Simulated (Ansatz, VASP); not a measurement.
MgO in VASP and in Ansatz

```xyz
4
Lattice="3.3487 0.0000 0.0000 -1.6743 2.9001 0.0000 0.0000 0.0000 4.8847" Properties=species:S:1:pos:R:3 pbc="T T T"
Mg    0.0000    1.9334   -0.2128
Mg    1.6743    0.9667    2.2296
O     0.0000    1.9334    1.9585
O     1.6743    0.9667    4.4009
```

Alike in both runs: task single point; functional PBEsol; k mesh 9 × 9 × 6; occupations gaussian, width 0.05 eV; no spin polarisation.

|  | VASP | Ansatz |
| --- | --- | --- |
| version | VASP 6.6.1 | Ansatz 0.2.0 |
| potentials or method | VASP PAW PBE potentials, release 64 (Mg, O) | scalar-relativistic, plane waves, PAW |
| plane-wave cutoff (eV) | 520 | 520 |
| valence electrons in the cell | 16 | 32 |

VASP gave:

| Quantity | Value |
| --- | --- |
| gap on the k mesh at the Fermi level (eV) | 2.97 |
| least direct gap on the mesh (eV) | 2.97 |
| pressure (GPa) | -1.8 |
| largest component of the traceless stress (GPa) | 7.71 |
| rms of the force components (eV/Å) | 0.250 |

Q: Estimate Ansatz's values.

A: gap on the k mesh at the Fermi level (eV): 2.97; least direct gap on the mesh (eV): 2.97; pressure (GPa): -1.5; largest component of the traceless stress (GPa): 7.65; rms of the force components (eV/Å): 0.246.

Atom by atom the forces differ by 0.004 eV/Å (rms over components). The two sets of potentials don't hold the same shells in valence. Ansatz warned: «pseudo_functional_mismatch».

Caveats: the PAW data sets were made with another functional, which shifts forces and pressure a little (VASP).
